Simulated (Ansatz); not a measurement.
HfN under changes of volume

One of the cells (11.518 Å³/atom); the others are scaled copies at fixed shape and fractional positions:

```
Hf N
1.0
     3.13391    0.00000    0.00000
    -1.56695    2.71404    0.00000
     0.00000    0.00000    5.41677
Hf N
2 2
Direct
  0.33333 0.66667 0.25000
  0.66667 0.33333 0.75000
  0.00000 0.00000 0.50000
  0.00000 0.00000 0.00000
```

The cell comes from a database or a generator and needn't be the stable form of this composition.

| Item | Value |
| --- | --- |
| Program | Ansatz 0.2.0 |
| Functional | r2SCAN |
| Potentials or basis | Ansatz PAW |
| Cutoff | 500 eV (not typed: the program's choice for these potentials) |
| k mesh | 10 × 10 × 5 |
| Occupations | fermi-dirac, width 0.05 eV |
| Spin | no spin polarisation |

| volume (Å³/atom) | energy over the lowest point (meV/atom) | pressure (GPa) |
| --- | --- | --- |
| 10.827 | 50.39 | 22.2 |
| 11.057 | 23.86 | 14.9 |
| 11.288 | 7.39 | 8.2 |
| 11.518 | 0.00 | 2.2 |
| 11.749 | 0.80 | -3.2 |
| 11.979 | 9.00 | -8.1 |
| 12.209 | ? | ? |

Question: What does the run at 12.209 Å³/atom give?

Answer: Energy over the lowest point 23.87 meV/atom; pressure -12.5 GPa.

Worked out: A Birch-Murnaghan fit of order 3 (a polynomial in V^(-2/3)) to the other rows has its minimum at 11.61 Å³/atom with B0 = V·E''(V) = 275 GPa and B' = 4.2 at fixed shape and positions, which overstates the stiffness. It gives 23.82 meV/atom at 12.209 Å³/atom, against the run's 23.87, and -dE/dV = -12.5 GPa, against -12.5.

Energies are extrapolated to zero smearing.

Caveats: the PAW data sets come from PBE, with cores solved anew for the run's functional, which leaves a small shift of forces and pressure.
